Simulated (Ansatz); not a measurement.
# BN: band gap under strain

How does strain move the band edges of wurtzite BN, and do the functionals agree on it? States: no strain; -3.0 % shear in the xy plane; -1.0 % biaxial strain in x and y, free along z.

Program: Ansatz 0.2.0. PAW datasets, plane waves. The values are computed, spin-unpolarised, and not measurements.

## (1) The system as given

The unstrained cell was relaxed with r2SCAN; in each strained cell the atoms were relaxed again with r2SCAN. Names of k-points are those of the unstrained zone, where strain can split equivalent points. First state: no strain.

Space group P6_3mc (No. 186), hexagonal; conventional cell a = 2.544 Å, c = 4.208 Å, 5.90 Å³ an atom. B has 4 N at 1.56–1.58 Å; N has 4 B at 1.56–1.58 Å.

As a file:

```
CELL_PARAMETERS angstrom
2.54395 0.00000 0.00000
-1.27198 2.20313 0.00000
0.00000 0.00000 4.20782
ATOMIC_POSITIONS crystal
B 0.33333 0.66667 0.00020
B 0.66667 0.33333 0.50020
N 0.33333 0.66667 0.37480
N 0.66667 0.33333 0.87480
```

## (2) No strain: PBE

The input, input.yaml:

```yaml
crystal:
  lattice:
    - [2.5439500013, 0.0, 0.0]
    - [-1.2719750007, 2.2031253271, 0.0]
    - [0.0, 0.0, 4.2078153363]
  atoms:
    - { symbol: B, position: [0.3333333333, 0.6666666667, 0.0002034648] }
    - { symbol: B, position: [0.6666666667, 0.3333333333, 0.5002034648] }
    - { symbol: "N", position: [0.3333333333, 0.6666666667, 0.3747965352] }
    - { symbol: "N", position: [0.6666666667, 0.3333333333, 0.8747965352] }
kpoints:
  mp_grid: { grid: [12, 12, 6] }
  band_path:
    path:
      - [0.0, 0.0, 0.0]
      - [0.5, 0.0, 0.0]
      - [0.3333333333, 0.3333333333, 0.0]
      - [0.0, 0.0, 0.5]
      - [0.5, 0.0, 0.5]
      - [0.3333333333, 0.3333333333, 0.5]
      - [0.1, 0.0, 0.0]
    npoints: 1
hamiltonian:
  xc: pbe
scf:
  occupations: { method: fermi_dirac, width: 0.02 }
  n_extra_bands: 5
output:
  forces: true
  stress: true
  eigenvalues: true
  write_density: true
  write_potential: true
  elf: true
  volumetric_format: npy
```

Run with:

```
> ansatz run input.yaml --threads 4 --pin off --max-ram 4608MiB --backend cpu --events-out ev --progress --plain --runs-dir out
```

Further steps of the session: No strain: r2SCAN; No strain: HSE06; -3.0 % shear in the xy plane: PBE; -3.0 % shear in the xy plane: r2SCAN; -3.0 % shear in the xy plane: HSE06; -1.0 % biaxial strain in x and y, free along z: PBE; -1.0 % biaxial strain in x and y, free along z: r2SCAN; -1.0 % biaxial strain in x and y, free along z: HSE06.

What does the calculation give?

As calculated:

Least gap in eV (negative: overlap), with the change from the unstrained cell in brackets:

```
                                         state  volume change (%)           PBE        r2SCAN         HSE06
                                     no strain               +0.0          5.21          5.75          6.53
                  -3.0 % shear in the xy plane               -0.0  5.09 (-0.12)  5.64 (-0.11)  6.42 (-0.11)
-1.0 % biaxial strain in x and y, free along z               -1.9  5.12 (-0.09)  5.67 (-0.08)  6.45 (-0.08)
```

The largest move of the HSE06 gap in the table is -0.111 eV, under -3.0 % shear in the xy plane. PBE and HSE06 differ by 1.32 eV on the unstrained gap, and by at most 0.01 eV on its change: the two disagree on the size of the gap but agree on its response to strain.
